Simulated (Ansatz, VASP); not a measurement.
**One calculation of NaI, two programs**

File INCAR:

```
PREC = Accurate
ENCUT = 600
EDIFF = 1E-6
ISMEAR = 0
SIGMA = 0.02
LREAL = F
LASPH = T
NELM = 100
ALGO = Normal
ISIF = 3
LWAVE = F
LCHARG = F
GGA = PE
IVDW = 12
IBRION = 2
NSW = 100
EDIFFG = -0.01
```

The input KPOINTS:

```
Automatic mesh
0
Gamma
  8 8 8
```

Contents of POSCAR:

```
NaI
1.0
    2.3824743725     -3.3964915685      0.0000000000
    2.3824743725      3.3964915685      0.0000000000
    0.0000000000      0.0000000000      4.1047758786
Na I
1 1
Direct
    0.0000000000      0.0000000000      0.0000000000
    0.5000000000      0.5000000000      0.5000000000
```

Input for Ansatz:

```yaml
crystal:
  lattice:
    - [2.3824743725, -3.3964915685, 0.0]
    - [2.3824743725, 3.3964915685, 0.0]
    - [0.0, 0.0, 4.1047758786]
  atoms:
    - { symbol: Na, position: [0.0, 0.0, 0.0] }
    - { symbol: I, position: [0.5, 0.5, 0.5] }
basis:
  ecutwfc: 420
kpoints:
  mp_grid: { grid: [8, 8, 8] }
hamiltonian:
  xc: pbe
  dispersion: d3bj
scf:
  occupations: { method: gaussian, width: 0.02 }
output:
  forces: true
  stress: true
  eigenvalues: true
relax:
  adjacent_minimum: "off"
  f_tol: 0.01
  max_steps: 80
  cell: { stress_tol: 0.05 }
```

Alike in both runs: task relaxation of cell and atoms; functional PBE; dispersion D3(BJ); k mesh 8 × 8 × 8; occupations gaussian, width 0.02 eV; no spin polarisation.

|  | VASP | Ansatz |
| --- | --- | --- |
| version | VASP 6.6.1 | Ansatz 0.2.0 |
| potentials or method | VASP PAW PBE potentials, release 64 (Na_pv, I) | scalar-relativistic, plane waves, PAW |
| plane-wave cutoff (eV) | 600 | 420 |
| valence electrons in the cell | 14 | 26 |

```csv
,VASP,Ansatz,Ansatz less VASP
"gap on the k mesh at the Fermi level, each at its own relaxed structure (eV)",2.49,2.49,+0.002
relaxed volume (Å³/atom),33.22,33.22,0.000
relaxed cell length with the largest relative difference (Å),4.105,4.105,0.0000
```

The two sets of potentials don't hold the same shells in valence.

Caveats: the relaxation stopped at its first step, so nothing moved; spin-orbit coupling is left out, which moves the levels of the heavy elements. A k mesh can miss the band edges.
